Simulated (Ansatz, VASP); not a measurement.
**Hf in VASP and in Ansatz**

```xyz
2
Lattice="3.0197 0.0000 0.0000 -1.5098 2.6151 0.0000 0.0000 0.0000 4.8147" Properties=species:S:1:pos:R:3 pbc="T T T"
Hf    0.0000    1.7434    1.2037
Hf    1.5098    0.8717    3.6110
```

Alike in both runs: functional PBEsol; k mesh 18 × 18 × 10; occupations gaussian, width 0.05 eV; no spin polarisation.

Ansatz relaxed the structure, and its values are those at the end. VASP's run is a single point on that final structure, the one shown.

```csv
,VASP,Ansatz
version,VASP 6.6.1,Ansatz 0.2.0
potentials or method,"VASP PAW PBE potentials, release 64 (Hf_pv)","scalar-relativistic, plane waves, PAW"
plane-wave cutoff (eV),520,420
valence electrons in the cell,20,52
```

Ansatz gave:

| Item | Value |
| --- | --- |
| gap on the k mesh at the Fermi level (eV) | none |
| pressure (GPa) | 18.0 |

Question: Which values does VASP return?

Answer: gap on the k mesh at the Fermi level (eV): none; pressure (GPa): 17.7.

A gap of «none» marks a metal or a gap that the smearing closes. The two sets of potentials don't hold the same shells in valence.

Caveats: so large a pressure means that the cell lies far from this level's equilibrium, or that cutoff or potentials fall short (VASP); the potentials were made for another functional, which shifts forces and pressure (VASP). The runs have no spin-orbit coupling, so splittings on Hf are missing.
